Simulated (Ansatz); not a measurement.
Space group Fm-3m (No. 225). a = 4.188 Å, b = 4.188 Å, c = 4.188 Å, α = 90.00°, β = 90.00°, γ = 90.00°
```tsv
atom	site	symmetry	x	y	z
Ni	4a	m-3m	0.0000	0.0000	0.0000
O	4b	m-3m	0.5000	0.0000	0.0000
```

Equation of state of this NiO structure (not necessarily the ground state), with shape and atoms relaxed at each volume where symmetry leaves them free. These are results of DFT r2SCAN, scalar-relativistic, plane waves, PAW in Ansatz, not measurements.

Settings: cutoff 500 eV, Γ-centred mesh 12×12×12 on the computed 2-atom cell, Gaussian smearing of 0.02 eV; collinear spin.

```json
{"V (Å³/atom)": "8.634", "E − E(largest V) (meV/atom)": "5.10", "P (GPa)": "15.31", "gap on mesh (eV)": "0.59"}
{"V (Å³/atom)": "8.909", "E − E(largest V) (meV/atom)": "-13.93", "P (GPa)": "7.04", "gap on mesh (eV)": "0.72"}
{"V (Å³/atom)": "9.185", "E − E(largest V) (meV/atom)": "-19.85", "P (GPa)": "0.03", "gap on mesh (eV)": "0.82"}
{"V (Å³/atom)": "9.460", "E − E(largest V) (meV/atom)": "-14.65", "P (GPa)": "-5.92", "gap on mesh (eV)": "0.92"}
{"V (Å³/atom)": "9.736", "E − E(largest V) (meV/atom)": "0.00", "P (GPa)": "-10.97", "gap on mesh (eV)": "1.00"}
```

Q: Fit a third-order Birch–Murnaghan equation to E(V).

A: V0 = 9.19 Å³/atom, B0 = 215 GPa, B0' = 4.4.

The state reached may not be the lowest one. The cell holds one magnetic atom, so it can only be ferromagnetic; an antiferromagnetic order may lie lower.